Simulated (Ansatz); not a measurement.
Run on S (A7 type): DFT, PBE, all-electron LAPW, scalar-relativistic (Ansatz 0.2.0). This run: A7 relaxed under pressure.

The cell comes from a relaxation on PAW files under the same functional, begun from a prototype that needn't be the stable phase.

Command: `ansatz run input.yaml --threads 1 --pin off --max-ram 3584MiB --backend cpu --events-out ev --progress --plain --runs-dir out` It took 55 s on 1 thread of Intel(R) Xeon(R) Platinum 8488C (Sapphire Rapids), with other jobs on the host, peak memory 0.74 GiB.

```yaml
crystal:
  lattice:
    - [1.4135913556, -0.8161373497, 2.3082946047]
    - [0.0, 1.6322746994, 2.3082946046]
    - [-1.4135913556, -0.8161373497, 2.3082946047]
  atoms:
    - { symbol: S, position: [0.2499992997, 0.2499992997, 0.2499992997] }
    - { symbol: S, position: [-0.2499992997, -0.2499992997, -0.2499992997] }
kpoints:
  mp_grid: { grid: [16, 16, 16] }
scf:
  occupations: { method: fermi_dirac, width: 0.08 }
hamiltonian:
  xc: pbe
  pseudopotentials: { kind: all_electron, lapw: { basis_error: 0.0005 } }
output:
  forces: true
  stress: true
  eigenvalues: true
relax:
  f_tol: 0.005
  max_steps: 12
  cell: { p_target: 200.0, stress_tol: 0.1 }
```

Output:

```
Warning: the atoms were moved onto the symmetric positions of the space group found under crystal.symmetry.tolerance 1.0e-5 (fractional; no operation is sought that the atoms, as they stand in a round, miss by more than twice it, and no atom is moved by as much as it), and the run uses the moved positions. Before a round's move an operation carried an atom to 9.70e-6 Å from where it should land, the largest such distance. Atom 0 (counting from 0) moved farthest, by 4.85e-6 Å; the longest move in fractions of the cell, of whichever atom, is 0.12 of the tolerance, in 1 round. To run the atoms as typed, lower crystal.symmetry.tolerance until the operations that they miss are no longer found, or set crystal.symmetry.detect: false (a key that needs symmetry detection or time reversal refuses this as the deck is read). The positions used, in the order of the run's atom list: position: [0.25, 0.25, 0.25]; position: [-0.25, -0.25, -0.25]; The lattice was moved too: crystal.lattice keeps the space group found at crystal.symmetry.tolerance 1.0e-5 only nearly: the operation that it misses by the most changes a squared length by the fraction 8.27e-11. The run uses the lattice that is a stretch of the typed one, with no rotation, onto the one that keeps every operation to a double's rounding (on a very oblique basis the stretch itself rounds by more); the deck's lattice vector that moved farthest moved by 6.21e-11 Å. To run the lattice as typed, set crystal.symmetry.detect: false, as for the atoms. crystal.lattice made exact, in Å and degrees: [[1.413591355617504, -0.8161373496427554, 2.3082946046833333], [0.0, 1.6322746994269266, 2.3082946046333332], [-1.413591355617504, -0.8161373496427554, 2.3082946046833333]]. Pasted over the deck's crystal.lattice, beside positions in fractional coordinates, it runs the same cell (given as lengths and angles, that cell in the form's own orientation, a rigid turn of the misfit's size from the one run here, for which a checkpoint.post_process_only pass over this run's state can be refused: where this run relaxes nothing, give such a pass this deck's own crystal.lattice, as typed; behind a relaxation, as crystal.lattice, the state's own cell, identity.cell in its checkpoint.json), and a matrix so pasted ends this notice, except on a very skew basis of the lattice, where the rounding of the pasted numbers themselves can read as a misfit: the cell is then moved again, and that move is told again. The lattice as run is in this notice's lattice.as_run_ang field (Run.prep()["deck_notices"] in Python, the deck_notice line of an events file, deck_notices of ansatz run --dry-run=json, or deck_notices in record.json in the deck's checkpoint.write directory).
Warning: 72 symmetry operations that the atoms keep within the bar at which the run's group was sought (crystal.symmetry.tolerance 1.0e-5, or twice it) were not taken beside the 24 unitary ones that the detection took (of a slab, those that keep its plane). If the more symmetric cell is meant, write the vectors of crystal.lattice to more decimals, or, with the positions in fractional coordinates, give it by lengths and angles (which lays the cell in the standard orientation, to which the deck's other Cartesian keys then refer), with the lengths that are meant to be equal typed equal, the angles likewise, and each angle that the symmetry fixes typed at its exact value (of a frozen-density pass: in the run whose state it reads). The detection then takes those 72 too, where the atoms keep them as a group. The lattice (crystal.lattice as typed, or as saved on a frozen-density pass laid at its state's geometry) misses each of them by more than the tolerance, the farthest off changing a squared length by the fraction 7.4e-5. The run does not impose them: its cell is that one, or, where this deck is also told that its lattice was moved onto its group, that cell laid onto the operations that were taken. If the cell is strained on purpose, what lies past the tolerance is rightly left out.
The last accepted step is kept in <dir> (removed where the run ends without a failure and the disk answers)
LAPW: plane waves up to 9.924 Å⁻¹, error target 5.0e-4 eV per atom; small_component_spin mean_spin; S in spheres of 0.970 Å, 14 of its electrons in bands, Dirac shells [] (how accurate: hamiltonian.pseudopotentials.lapw.basis_error, Limitations)
Engine: ansatz 0.2.0
Pseudopotentials: kind: all_electron
Pseudopotential: S, LAPW, valence charge 14, lapw/all_electron/scalar/gaussian/S, Koelling and Harmon's equation, gaussian nucleus
Functional definition: PBE
  parameter kappa = 0.804
  parameter beta = 0.06672455060314922
  exchange = pbe_x(kappa = kappa, mu = beta*pi^2/3)
  correlation = pbe_c(beta = beta)
Crystal: 2 atoms, lattice volume = 15.978 Å³
Basis set: ecut = 375.2638768068509 eV, 259 PW (Γ), exchange–correlation at level 2
Bands: 18, of which v1, the nominal top of the filled ones, is band 14 counted from 1 (13 counted from 0)
Symmetry: 24 space group operations
Space group: R-3m (ITA 166), of the structure as read, at distance tolerance 2.5e-5 Å
k-points: 417 of 4096
Non-local potential: S, projectors of the file, none
Initial density: superposition of atomic densities (chi_scale 0.1, normalization cell)
Initial wavefunctions: plane waves of lowest kinetic energy (no species holds an atomic orbital)
Functional: x = pbe(κ = 0.804, μ = 0.2195149727645171), c = pbe(β = 0.06672455060314922)
iter 1 solved again at ethr=1.26e-3 eV; its pass at ethr=1.00e-1 eV (dr2=3.52e-1 eV) is discarded
SCF iter   1: F=—  HF=-21717.215304 eV  |F-HF|=—  |Δ(HF+E_count)|=         —  Δρ=6.53e-2  dr2=3.53e-1  ethr=1.26e-3  ⟨swp⟩=2.0  Hψ=53150  notcnv=0
preconditioner: auto → none  [metal: Δε(μ)=0.028 eV  Ē_g=17.267 eV  σ=0.080 eV  W_gap=0.09  n_scr=8 (ndim 8)  ℏωp=32.2 eV  f_vac=0.000  D(μ)=0.52/eV (n_scr^D=0)  sad-step TF]
SCF iter   2: F=—  HF=-21717.173671 eV  |F-HF|=—  |Δ(HF+E_count)|=   4.16e-2  Δρ=4.19e-2  dr2=1.61e-1  ethr=1.26e-3  ⟨swp⟩=2.0  Hψ=19330  notcnv=0
iter 3 solved again at ethr=6.35e-7 eV; its pass at ethr=5.76e-4 eV (dr2=1.78e-4 eV) is discarded
SCF iter   3: F=—  HF=-21717.136105 eV  |F-HF|=—  |Δ(HF+E_count)|=   3.76e-2  Δρ=2.12e-3  dr2=1.84e-4  ethr=6.35e-7  ⟨swp⟩=3.0  Hψ=38191  notcnv=0
SCF iter   4: F=—  HF=-21717.136261 eV  |F-HF|=—  |Δ(HF+E_count)|=         —  Δρ=3.97e-4  dr2=1.83e-5  ethr=6.35e-7  ⟨swp⟩=3.0  Hψ=20172  notcnv=0
the basis was enlarged: its passes take 196.5 KiB over the memory plan, 1 of 1 planned eigensolver slots
SCF iter   5: F=—  HF=-21717.136256 eV  |F-HF|=—  |Δ(HF+E_count)|=   4.95e-6  Δρ=5.03e-5  dr2=1.71e-7  ethr=6.55e-8  ⟨swp⟩=2.2  Hψ=19316  notcnv=0
SCF iter   6: F=-21717.136256 eV  HF=-21717.136256 eV  |F-HF|=4.07e-10  |Δ(HF+E_count)|=   8.70e-9  Δρ=4.18e-6  dr2=1.05e-9  ethr=6.11e-10  ⟨swp⟩=2.7  Hψ=19616  notcnv=0
the search or the solves at the SCF's close seem to have found levels that the self-consistency loop had missed (the run counts 1). By its estimate they hold under 1e-12 electrons; where the run keeps them, the occupations were computed again with them
SCF 1 converged in 6 iterations: F = -21717.136256 eV  dr2 = 1.05e-9
relax step   1: F+E_penalty+E_count = -21717.13625589 eV  Δ(F+E_penalty+E_count) = +0.000e0 eV  max|allowed force component| = 0.000e0 eV/Å  Δτ_max = 0.0000 Å  P = +200.414 GPa  Ω = 15.978 Å³  (6 SCF iters, accepted)
Crystal: 2 atoms, lattice volume = 15.988 Å³
Basis set: ecut = 375.11257715017786 eV, 259 PW (Γ), exchange–correlation at level 2
Initial density: handed on by an earlier stage of this run
Initial wavefunctions: those handed on with the density
iter 1 solved again at ethr=7.00e-10 eV; its pass at ethr=1.00e-1 eV (dr2=1.96e-7 eV) is discarded
[... lines left out ...]
SCF converged after 2 iterations
Free energy (F): -21717.148338 eV
Harris-Foulkes:  -21717.148338 eV  (|F-HF|=1.30e-9)
Internal energy: -21717.137344 eV  (E = F + TS)
E sigma→0 (E₀):  -21717.142841 eV
Entropy (-TS):   -0.010994 eV (-5.497 meV/atom)
Fermi energy:    26.783483 eV
--- Per-component energies (eV) ---
  E_band       = -2074.584826
  E_kinetic    = 21869.263324
  E_xc         = -1412.349992
  E_electrostatic = -42174.050675  (all electrons and nuclei)
  E_smearing   = -0.010994  (= −TS)
  E_closure    = 0.000000  (closes the sum)
  E_atoms      = -21717.164882  (free atoms, spherical and without spin; not in F)
  Σ components = -21717.148338   (vs F -21717.148338, Δ=0.00e0)
  Basis errors (estimates in eV, not in F): energy 2.9e-4 per atom: plane waves 2.8e-4 (1.6e-4 summed), levels above the bands 1.7e-22, relativity 1.2e-8, radial functions 1.9e-5, core shells 9.5e-16; eigenvalues (radial functions only) 2.9e-7; not estimated: angular momenta, meshes, grids; target (lapw.basis_error) 5.0e-4; muffin-tin radii S 0.970 Å
--- Forces (eV/Å), atoms counted from 1 ---
  atom   1  S      0.00000000     0.00000000     0.00000000
  atom   2  S     -0.00000000     0.00000000     0.00000000
  max |Σ_I F_I| component: 0.00e0 eV/Å
--- Stress (GPa, compression-positive) ---
      200.033192       0.000000      -0.000000
        0.000000     200.033192       0.000000
       -0.000000       0.000000     200.038025
  P = ⅓ Tr σ = 200.0348 GPa (2000.348 kbar)
--- Band table (eV; the first three rows and the last of 417) ---
  k-point 0: bands = ["-182.4299", "-182.4191", "-127.2222", "-127.2222", "-127.2222", "-127.2041", "-127.2041", "-127.2041", "-0.9847", "19.7669", "19.7669", "19.7675", "26.0436", "27.4847", "27.4847", "27.4853", "30.4230", "30.4230"]
  k-point 1: bands = ["-182.4298", "-182.4192", "-127.2220", "-127.2220", "-127.2220", "-127.2043", "-127.2043", "-127.2043", "-0.8835", "18.9413", "19.7195", "19.7200", "26.3585", "27.7246", "27.7250", "27.8226", "28.8220", "28.8221"]
  k-point 2: bands = ["-182.4295", "-182.4195", "-127.2215", "-127.2215", "-127.2215", "-127.2048", "-127.2048", "-127.2048", "-0.5802", "17.1263", "19.6056", "19.6061", "26.3843", "27.1061", "27.1061", "28.4154", "28.4159", "29.1731"]
  k-point 416: bands = ["-182.4245", "-182.4245", "-127.2133", "-127.2133", "-127.2132", "-127.2132", "-127.2132", "-127.2132", "5.3802", "5.3802", "20.4677", "20.4677", "20.4677", "20.4677", "26.3526", "26.3526", "38.8783", "38.8783"]
--- Relaxed structure (2 steps of the walk, 2 accepted, 1 SCFs on fresh bases) ---
  F+E_penalty+E_count = -21717.14833812 eV   max|allowed force component| = 1.723e-26 eV/Å   (the final SCF, on the basis selected at the relaxed cell)
  cell:  # Å, volume = 15.9879 Å³
    - [1.413867393162784, -0.8162967199938193, 2.3087895221028374]
    - [1.4310955852814562e-34, 1.6325934401290847, 2.3087895220528276]
    - [-1.413867393162784, -0.8162967199938193, 2.3087895221028374]
  atoms:
    - { symbol: S, position: [0.24999999999999997, 0.24999999999999997, 0.24999999999999997] }
    - { symbol: S, position: [-0.24999999999999997, -0.24999999999999997, -0.24999999999999997] }
```

Next run (omega relaxed under pressure), as changes to the input before:

```diff
   lattice:
-    - [1.4135913556, -0.8161373497, 2.3082946047]
-    - [0.0, 1.6322746994, 2.3082946046]
-    - [-1.4135913556, -0.8161373497, 2.3082946047]
+    - [3.6840639563, 0.0, 0.0]
+    - [-1.8420319782, 3.1904929753, 0.0]
+    - [0.0, 0.0, 2.0780876166]
   atoms:
-    - { symbol: S, position: [0.2499992997, 0.2499992997, 0.2499992997] }
-    - { symbol: S, position: [-0.2499992997, -0.2499992997, -0.2499992997] }
+    - { symbol: S, position: [0.0, 0.0, 0.0] }
+    - { symbol: S, position: [0.3333333333, 0.6666666667, 0.5] }
+    - { symbol: S, position: [0.6666666667, 0.3333333333, 0.5] }
 kpoints:
-  mp_grid: { grid: [16, 16, 16] }
+  mp_grid: { grid: [10, 10, 14] }
 scf:
```

Results part of the output:

```
basis re-selected at this cell: Δ(F+E_penalty+E_count) = +1.060e-7 eV, ΔP = +0.000 GPa vs the last step (what re-selecting the basis moved, after the strain that the cell walked since its last selection, with what the two solves' SCF thresholds leave and, on support functions, any second-order correction that the steps lacked; it is no measure of the basis error at this ecutwfc). This SCF's stress stands 2.87e-2 GPa from its target on what of the cell is left free (relax.cell.stress_tol is 1.00e-1 GPa) and its largest allowed force component is 4.63e-17 eV/Å (relax.f_tol is 5.00e-3 eV/Å): within both
SCF converged after 2 iterations
Free energy (F): -32575.937689 eV
Harris-Foulkes:  -32575.937689 eV  (|F-HF|=2.42e-9)
Internal energy: -32575.911611 eV  (E = F + TS)
E sigma→0 (E₀):  -32575.924650 eV
Entropy (-TS):   -0.026078 eV (-8.693 meV/atom)
Fermi energy:    25.735146 eV
--- Per-component energies (eV) ---
  E_band       = -3116.592380
  E_kinetic    = 32806.120652
  E_xc         = -2115.040339
  E_electrostatic = -63266.991923  (all electrons and nuclei)
  E_smearing   = -0.026078  (= −TS)
  E_closure    = 0.000000  (closes the sum)
  E_atoms      = -32575.747324  (free atoms, spherical and without spin; not in F)
  Σ components = -32575.937689   (vs F -32575.937689, Δ=0.00e0)
[... lines left out ...]
        0.000000      -0.000000     199.971313
  P = ⅓ Tr σ = 199.9975 GPa (1999.975 kbar)
--- Band table (eV; the first three rows and the last of 112) ---
  k-point 0: bands = ["-182.9779", "-182.9758", "-182.1776", "-127.7718", "-127.7718", "-127.7654", "-127.7654", "-127.7602", "-127.7593", "-126.9789", "-126.9371", "-126.9371", "-0.8122", "11.1902", "11.3461", "13.2440", "13.2440", "13.7069", "13.7069", "28.6486", "31.1754", "33.1488", "33.1488", "36.2572", "36.5290", "36.8173", "37.9333", "37.9333", "41.5494", "42.9011", "42.9011"]
  k-point 1: bands = ["-182.9778", "-182.9757", "-182.1775", "-127.7717", "-127.7717", "-127.7653", "-127.7653", "-127.7608", "-127.7599", "-126.9795", "-126.9371", "-126.9371", "-0.6461", "11.3470", "11.5030", "13.3940", "13.3940", "13.8669", "13.8669", "25.8009", "33.0973", "33.0973", "33.5132", "34.6591", "34.6799", "37.7463", "37.7463", "39.1928", "41.1932", "41.1932", "41.2448"]
  k-point 2: bands = ["-182.9775", "-182.9755", "-182.1772", "-127.7716", "-127.7716", "-127.7652", "-127.7652", "-127.7626", "-127.7616", "-126.9813", "-126.9369", "-126.9369", "-0.1485", "11.8155", "11.9717", "13.8409", "13.8409", "14.3464", "14.3464", "22.1548", "31.1758", "31.9012", "32.7179", "32.7179", "36.1881", "36.1881", "38.1972", "38.6949", "38.6949", "39.8843", "39.8843"]
  k-point 111: bands = ["-182.9750", "-182.9748", "-182.1756", "-127.7725", "-127.7723", "-127.7713", "-127.7681", "-127.7672", "-127.7640", "-126.9917", "-126.9362", "-126.9362", "10.1434", "11.3533", "11.4804", "11.6281", "12.6506", "12.8812", "21.1864", "23.4042", "24.3635", "24.5468", "26.1540", "29.3324", "32.1678", "34.4671", "35.0989", "35.2254", "36.5654", "37.2002", "37.5168"]
--- Relaxed structure (3 steps of the walk, 3 accepted, 1 SCFs on fresh bases) ---
  F+E_penalty+E_count = -32575.93768903 eV   max|allowed force component| = 4.626e-17 eV/Å   (the final SCF, on the basis selected at the relaxed cell)
  cell:  # Å, volume = 24.4461 Å³
    - [3.685283124457462, 2.8877015973473905e-11, 5.257627788960516e-33]
    - [-1.8426415622537393, 3.191548805903813, -3.687706738444102e-33]
    - [2.1840391825925697e-33, -6.8969658397660095e-34, 2.078440717791389]
  atoms:
    - { symbol: S, position: [1.56301376033033e-35, -3.772790677199903e-36, 1.5888805623983157e-36] }
    - { symbol: S, position: [0.33333333333333337, 0.6666666666666667, 0.5000000000000001] }
    - { symbol: S, position: [0.6666666666666667, 0.33333333333333337, 0.5000000000000001] }
```
